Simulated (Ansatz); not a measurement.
# Ge (Fmmm) in Ansatz: a series of runs, part 2 of 3

Ansatz 0.2.0.

## 3. Relaxation of cell and atoms, PBEsol, target pressure 2 GPa, at which the enthalpy is minimised

input.yaml

```yaml
crystal:
  lattice:
    - [0.0, 2.88574, 5.115665]
    - [2.630497, 0.0, 5.115665]
    - [2.630497, 2.88574, 0.0]
  atoms:
    - { symbol: Ge, position: [0.72649, 0.27351, 0.72649] }
    - { symbol: Ge, position: [0.27351, 0.72649, 0.27351] }
    - { symbol: Ge, position: [0.218133, 0.218133, 0.781867] }
    - { symbol: Ge, position: [0.781867, 0.781867, 0.218133] }
hamiltonian:
  xc: pbesol
  pseudopotentials: { kind: paw }
kpoints:
  mp_grid: { grid: [7, 7, 7] }
scf:
  occupations: { method: fermi_dirac, width: 0.05 }
output:
  forces: true
  stress: true
  eigenvalues: true
relax:
  f_tol: 0.01
  max_steps: 40
  cell: { stress_tol: 0.05, p_target: 2.0 }
```

Potentials or basis: Ansatz PAW.

On the command line:

```
ansatz run input.yaml --threads 2 --pin off --max-ram 5632MiB --backend cpu --events-out ev --progress --plain --runs-dir out
```

Standard output:

```text
Warning: RAYON_NUM_THREADS=2 ignored (pool sized by the plan → 2); use --threads N
Engine: ansatz 0.2.0, aarch64-unknown-linux-gnu
Pseudopotentials: kind: paw
Pseudopotential: Ge, paw, valence charge 14, recommended cutoff 420 eV (normal), Ge.paw.azcp
Functional definition: PBEsol
  exchange = pbesol_x
  correlation = pbesol_c
Crystal: 4 atoms, lattice volume = 77.665 Å³
Basis set: ecut = 420 eV, 1525 PW (Γ), exchange–correlation on 80×80×54 points (8 copies of the dense FFT grid, shifted against one another)
Bands: 34, of which v1, the nominal top of the filled ones, is band 28 counted from 1 (27 counted from 0)
Symmetry: 8 space group operations
Space group: Fmmm (ITA 69), of the structure as read, at distance tolerance 4.3e-5 Å
k-points: 64 of 343
Non-local potential: Ge, projectors of the file, l = 0: 2, l = 1: 2, l = 2: 3, l = 3: 1
PAW form: soft (Blöchl's): semilocal exchange-correlation on the pseudo side does not see the compensation charge
PAW frozen core: Ge, regenerated for the run's functional, and the local potential with it (the file was generated under x = pbe(κ = 0.804, μ = 0.2195149727645171), c = pbe(β = 0.06672455060314922))
PAW one-centre angular grid: Ge, 590 points (default); XC on 64 Gauss nodes
Initial density: superposition of atomic densities (neutral atoms: chi_scale 0, normalization atom), corrected by the library's trained network
Initial wavefunctions: pseudopotential atomic-orbital guess
Functional: x = pbesol(κ = 0.804, μ = 0.12345679012345678), c = pbesol(β = 0.046)
SCF iter   1: F=—  HF=-17013.279538 eV  |F-HF|=—  |Δ(HF+E_count)|=         —  Δρ=2.11e-3  dr2=2.31e-3  ethr=1.77e-3  ⟨swp⟩=6.0  Hψ=8253  notcnv=0  defer=11
preconditioner: auto → Kerker (q_TF=auto, 2.584 Å⁻¹)  [metal: Δε(μ)=0.056 eV  Ē_g=22.319 eV  σ=0.050 eV  W_gap=0.26  n_scr=28 (ndim 8)  ℏωp=31.5 eV  f_vac=0.000  D(μ)=1.51/eV (n_scr^D=10)]
SCF iter   2: F=—  HF=-17013.276958 eV  |F-HF|=—  |Δ(HF+E_count)|=   2.58e-3  Δρ=1.17e-3  dr2=8.53e-4  ethr=4.12e-6  ⟨swp⟩=2.0  Hψ=4067  notcnv=0  defer=14
SCF iter   3: F=—  HF=-17013.276936 eV  |F-HF|=—  |Δ(HF+E_count)|=   2.22e-5  Δρ=5.25e-4  dr2=2.14e-4  ethr=1.52e-6  ⟨swp⟩=1.0  Hψ=2132  notcnv=0  defer=14
SCF iter   4: F=—  HF=-17013.276920 eV  |F-HF|=—  |Δ(HF+E_count)|=   1.66e-5  Δρ=7.64e-5  dr2=5.26e-6  ethr=3.82e-7  ⟨swp⟩=2.4  Hψ=2763  notcnv=0  defer=14
SCF iter   5: F=—  HF=-17013.276916 eV  |F-HF|=—  |Δ(HF+E_count)|=   4.09e-6  Δρ=4.57e-5  dr2=8.93e-7  ethr=9.39e-9  ⟨swp⟩=2.0  Hψ=3933  notcnv=0  defer=14
SCF iter   6: F=—  HF=-17013.276915 eV  |F-HF|=—  |Δ(HF+E_count)|=   9.55e-7  Δρ=1.54e-5  dr2=9.83e-8  ethr=1.79e-10  ⟨swp⟩=4.5  Hψ=8917  notcnv=0
SCF iter   7: F=-17013.276914 eV  HF=-17013.276914 eV  |F-HF|=2.18e-8  |Δ(HF+E_count)|=   8.54e-8  Δρ=5.75e-6  dr2=1.16e-8  ethr=1.75e-10  ⟨swp⟩=4.0  Hψ=7581  notcnv=0
SCF 1 converged in 7 iterations: F = -17013.276914 eV  dr2 = 1.16e-8
relax step   1: F+E_penalty+E_count = -17013.27691446 eV  Δ(F+E_penalty+E_count) = +0.000e0 eV  max|allowed force component| = 4.292e-2 eV/Å  Δτ_max = 0.0000 Å  P = -3.496 GPa  Ω = 77.665 Å³  (7 SCF iters, dr2 threshold 1.00e-7 eV, accepted)
Crystal: 4 atoms, lattice volume = 69.702 Å³
Basis set: ecut = 420 eV, 1381 PW (Γ), exchange–correlation on 80×80×54 points (8 copies of the dense FFT grid, shifted against one another)
Initial density: handed on by an earlier stage of this run
Initial wavefunctions: those handed on with the density
iter 1 solved again at ethr=9.07e-6 eV; its pass at ethr=3.10e-3 eV (dr2=5.08e-3 eV) is discarded
SCF iter   1: F=—  HF=-17013.273185 eV  |F-HF|=—  |Δ(HF+E_count)|=         —  Δρ=3.84e-3  dr2=5.09e-3  ethr=9.07e-6  ⟨swp⟩=2.0  Hψ=11610  notcnv=0
preconditioner: auto → Kerker (q_TF=auto, 2.631 Å⁻¹)  [metal: Δε(μ)=0.023 eV  Ē_g=22.772 eV  σ=0.050 eV  W_gap=0.11  n_scr=28 (ndim 8)  ℏωp=33.3 eV  f_vac=0.000  D(μ)=1.53/eV (n_scr^D=10)]
[... 53 lines left out ...]
SCF iter   4: F=—  HF=-17013.316687 eV  |F-HF|=—  |Δ(HF+E_count)|=   9.77e-8  Δρ=2.93e-6  dr2=5.71e-9  ethr=3.26e-10  ⟨swp⟩=2.0  Hψ=3973  notcnv=0
SCF iter   5: F=—  HF=-17013.316687 eV  |F-HF|=—  |Δ(HF+E_count)|=   3.63e-9  Δρ=4.68e-7  dr2=1.53e-10  ethr=1.02e-11  ⟨swp⟩=2.0  Hψ=3973  notcnv=0
SCF iter   6: F=-17013.316687 eV  HF=-17013.316687 eV  |F-HF|=0.00e0  |Δ(HF+E_count)|=  6.55e-11  Δρ=9.51e-8  dr2=6.74e-12  ethr=1.00e-12  ⟨swp⟩=4.0  Hψ=6558  notcnv=0
SCF 7 converged in 6 iterations: F = -17013.316687 eV  dr2 = 6.74e-12
relax step   7: F+E_penalty+E_count = -17013.31668659 eV  Δ(F+E_penalty+E_count) = +1.265e-3 eV  max|allowed force component| = 8.399e-4 eV/Å  Δτ_max = 0.0000 Å  P = +2.001 GPa  Ω = 71.720 Å³  stress off target by 1.20e-2 GPa  SCF on the basis re-selected at this cell (its energy is not comparable with the rows above)  (6 SCF iters)
basis re-selected at this cell: Δ(F+E_penalty+E_count) = +1.265e-3 eV, ΔP = +0.009 GPa vs the last step (what re-selecting the basis moved, of the pressure what is left beyond the Pulay correction that the steps carried, after the strain that the cell walked since its last selection, with what the two solves' SCF thresholds leave and, on support functions, any second-order correction that the steps lacked; it is no measure of the basis error at this ecutwfc). This SCF's stress stands 1.20e-2 GPa from its target on what of the cell is left free (relax.cell.stress_tol is 5.00e-2 GPa) and its largest allowed force component is 8.40e-4 eV/Å (relax.f_tol is 1.00e-2 eV/Å): within both
SCF converged after 6 iterations
Free energy (F): -17013.316687 eV
Harris-Foulkes:  -17013.316687 eV  (|F-HF|=0.00e0)
Internal energy: -17013.304445 eV  (E = F + TS)
E sigma→0 (E₀):  -17013.310566 eV
Entropy (-TS):   -0.012241 eV (-3.060 meV/atom)
Fermi energy:    11.534951 eV
--- Per-component energies (eV) ---
  E_band       = -424.737213
  E_kinetic    = 446.408856
  E_local      = -8480.599376  (includes V_loc(G=0)·N_el)
  E_nonlocal   = 1673.269079
  E_hartree    = 3717.933461
  E_xc         = -301.967499
  E_vxc        = -261.415414  (∫ρ·V_xc dr)
  E_paw        = -7908.487350  (= ΣΔE_a)
  E_vpaw       = -1238.268605  (= ΣTr[D̂ρ^β])
  E_aug_tail   = 0.001208  (compensation charges beyond the density's cutoff)
  E_ewald      = -6163.534569
  E_core_change = 3.671745  (= ΣΔE_core)
  E_smearing   = -0.012241  (= −TS)
  E_closure    = 0.000000  (closes the sum)
  Σ components = -17013.316687   (vs F -17013.316687, Δ=0.00e0)
--- Forces (eV/Å), atoms counted from 1 ---
  atom   1  Ge     0.00000000     0.00083990     0.00000000
  atom   2  Ge     0.00000000    -0.00083990     0.00000000
  atom   3  Ge     0.00000000     0.00000000     0.00013727
  atom   4  Ge     0.00000000     0.00000000    -0.00013727
  max |Σ_I F_I| component: 0.00e0 eV/Å
--- Stress (GPa, compression-positive) ---
        1.994859       0.000000       0.000000
        0.000000       2.012034       0.000000
        0.000000       0.000000       1.995967
  P = ⅓ Tr σ = 2.0010 GPa (20.010 kbar)
--- Band table (eV; the first three rows and the last of 64) ---
  k-point 0: bands = ["-13.2267", "-13.1814", "-13.1324", "-13.1207", "-13.1185", "-13.1138", "-13.1067", "-13.0976", "-13.0666", "-13.0447", "-13.0234", "-13.0056", "-12.9617", "-12.9532", "-12.9489", "-12.9361", "-12.9349", "-12.9272", "-12.8664", "-12.8362", "-2.0479", "3.1789", "5.2815", "7.9780", "8.4484", "9.0211", "9.3763", "9.4392", "9.6439", "14.4495", "14.9833", "15.6583", "18.3903", "19.1201"]
  k-point 1: bands = ["-13.2123", "-13.1726", "-13.1320", "-13.1176", "-13.1123", "-13.1093", "-13.1048", "-13.0839", "-13.0619", "-13.0413", "-13.0171", "-13.0109", "-12.9655", "-12.9590", "-12.9555", "-12.9441", "-12.9394", "-12.9352", "-12.8758", "-12.8512", "-1.8100", "3.0830", "5.5596", "6.4086", "7.1627", "9.2343", "9.6765", "10.5641", "10.8445", "14.4877", "15.4231", "16.1003", "17.3402", "17.9617"]
  k-point 2: bands = ["-13.1725", "-13.1475", "-13.1347", "-13.1165", "-13.0973", "-13.0944", "-13.0839", "-13.0554", "-13.0511", "-13.0334", "-13.0245", "-13.0009", "-12.9822", "-12.9763", "-12.9696", "-12.9604", "-12.9576", "-12.9512", "-12.9015", "-12.8879", "-1.0971", "3.0669", "3.7603", "5.4659", "7.4297", "9.4743", "10.3817", "11.8075", "12.4270", "12.8943", "14.9617", "15.5224", "16.8634", "17.5798"]
  k-point 63: bands = ["-13.1992", "-13.1611", "-13.1239", "-13.1081", "-13.0968", "-13.0865", "-13.0811", "-13.0752", "-13.0473", "-13.0416", "-13.0241", "-13.0103", "-12.9885", "-12.9790", "-12.9754", "-12.9741", "-12.9501", "-12.9398", "-12.8862", "-12.8540", "-0.4554", "-0.1489", "5.0757", "7.4481", "9.2324", "10.4978", "11.7613", "11.9111", "12.4552", "12.8057", "13.7081", "15.0431", "16.1823", "16.3981"]
--- Relaxed structure (6 steps of the walk, 6 accepted, 1 SCFs on fresh bases) ---
  F+E_penalty+E_count = -17013.31668659 eV   max|allowed force component| = 8.399e-4 eV/Å   (the final SCF, on the basis selected at the relaxed cell)
  cell:  # Å, volume = 71.7202 Å³
    - [0.0, 2.8335662052578874, 4.906150538367868]
    - [2.57951143241192, 0.0, 4.906150538367868]
    - [2.57951143241192, 2.8335662052578874, 0.0]
  atoms:
    - { symbol: Ge, position: [0.7271890532359984, 0.27281094676400164, 0.7271890532359986] }
    - { symbol: Ge, position: [0.27281094676400164, 0.7271890532359984, 0.27281094676400186] }
    - { symbol: Ge, position: [0.2248015787827392, 0.22480157878273943, 0.7751984212172607] }
    - { symbol: Ge, position: [0.7751984212172607, 0.7751984212172609, 0.2248015787827392] }
```

Wall time 36 s (2 threads of Arm Neoverse V1, shared host); peak memory 0.44 GiB.

What came out:

```
Free energy                                            : -17013.3167 eV
Relaxed volume                                         : 17.93 Å³/atom
Relaxed cell                                           : a = 5.666 Å, b = 5.543 Å, c = 3.832 Å, α = 71.74°, β = 68.29°, γ = 39.96°
Space group after relaxing (to 0.05 Å)                 : Fmmm (No. 69)
Energy change on relaxing (the enthalpy is what falls) : -9.9 meV/atom
Ionic steps                                            : 7
Pressure after relaxing                                : 2.0 GPa
Band gap on the k mesh                                 : none (metal or under the smearing width)
```

Step by step:
| step | energy change (eV) | largest force (eV/Å) | volume (Å³) |
| --- | --- | --- | --- |
| 1 | 0.0000 | 0.0429 | 77.67 |
| 2 | 0.0024 | 0.0713 | 69.70 |
| 3 | -0.0437 | 0.0396 | 72.03 |
| 4 | -0.0408 | 0.0188 | 71.72 |
| 5 | -0.0409 | 0.0091 | 71.71 |
| 6 | -0.0410 | 0.0007 | 71.72 |
| 7 | -0.0398 | 0.0008 | 71.72 |

Final structure:
```yaml
crystal:
  lattice:
    - [0.00000, 2.83357, 4.90615]
    - [2.57951, 0.00000, 4.90615]
    - [2.57951, 2.83357, 0.00000]
  atoms:
    - { symbol: Ge, position: [0.72719, 0.27281, 0.72719] }
    - { symbol: Ge, position: [0.27281, 0.72719, 0.27281] }
    - { symbol: Ge, position: [0.22480, 0.22480, 0.77520] }
    - { symbol: Ge, position: [0.77520, 0.77520, 0.22480] }
```

Levels at points of the mesh, in eV from the Fermi level:
| k point | band 26 | band 27 | band 28 | band 29 | band 30 | band 31 |
| --- | --- | --- | --- | --- | --- | --- |
| (0.00, 0.00, 0.00) | -2.51 | -2.16 | -2.10 | -1.89 | 2.91 | 3.45 |

Caveat: the plane-wave basis is chosen anew once the cell has moved, so the energies of steps on either side of that aren't comparable; the PAW data sets come from PBE, with cores solved anew for the run's functional, which leaves a small shift of forces and pressure.

## 4. Relaxation of cell and atoms, PBEsol, target pressure 5 GPa, at which the enthalpy is minimised

Changes to input.yaml since step 3:

```diff
@@ -24,2 +24,2 @@
   max_steps: 40
-  cell: { stress_tol: 0.05, p_target: 2.0 }
+  cell: { stress_tol: 0.05, p_target: 5.0 }
```

On the command line:

```
ansatz run input.yaml --threads 2 --pin off --max-ram 5632MiB --backend cpu --events-out ev --progress --plain --runs-dir out
```

Run time: 37 s. Hardware: 2 threads of Arm Neoverse V1, shared host; peak memory 0.44 GiB.

The run converged. Its results:

| Property | Result |
| --- | --- |
| Free energy | -17013.2671 eV |
| Relaxed volume | 17.36 Å³/atom |
| Relaxed cell | a = 5.594 Å, b = 5.476 Å, c = 3.794 Å, α = 71.65°, β = 68.28°, γ = 40.07° |
| Space group after relaxing (to 0.05 Å) | Fmmm (No. 69) |
| Energy change on relaxing (the enthalpy is what falls) | +2.4 meV/atom |
| Ionic steps | 7 |
| Pressure after relaxing | 5.0 GPa |
| Band gap on the k mesh | none (metal or under the smearing width) |

Step by step:
```
step  energy change (eV)  largest force (eV/Å)  volume (Å³)
   1              0.0000                0.0429        77.67
   2              0.0483                0.1076        68.48
   3              0.0044                0.0598        69.61
   4              0.0057                0.0194        69.52
   5              0.0099                0.0100        69.36
   6              0.0079                0.0019        69.42
   7              0.0098                0.0020        69.42
```

Final structure:
```cif
data_structure
_symmetry_space_group_name_H-M 'P 1'
_symmetry_Int_Tables_number 1
_cell_length_a 5.5944
_cell_length_b 5.4758
_cell_length_c 3.7945
_cell_angle_alpha 71.646
_cell_angle_beta 68.281
_cell_angle_gamma 40.072
_cell_volume 69.42
loop_
_atom_site_label
_atom_site_type_symbol
_atom_site_fract_x
_atom_site_fract_y
_atom_site_fract_z
_atom_site_occupancy
Ge1 Ge 0.72829 0.27171 0.72829 1
Ge2 Ge 0.27171 0.72829 0.27171 1
Ge3 Ge 0.22647 0.22647 0.77353 1
Ge4 Ge 0.77353 0.77353 0.22647 1
```

Levels at points of the mesh, in eV from the Fermi level:
```csv
k point,band 25,band 26,band 27,band 28,band 29,band 30,band 31,band 32
"(0.00, 0.00, 0.00)",-3.06,-2.62,-2.30,-2.16,-1.98,2.90,3.37,4.23
```

Caveat: the plane-wave basis is chosen anew once the cell has moved, so the energies of steps on either side of that aren't comparable; the PAW data sets come from PBE, with cores solved anew for the run's functional, which leaves a small shift of forces and pressure.

[end of part 2 of 3]
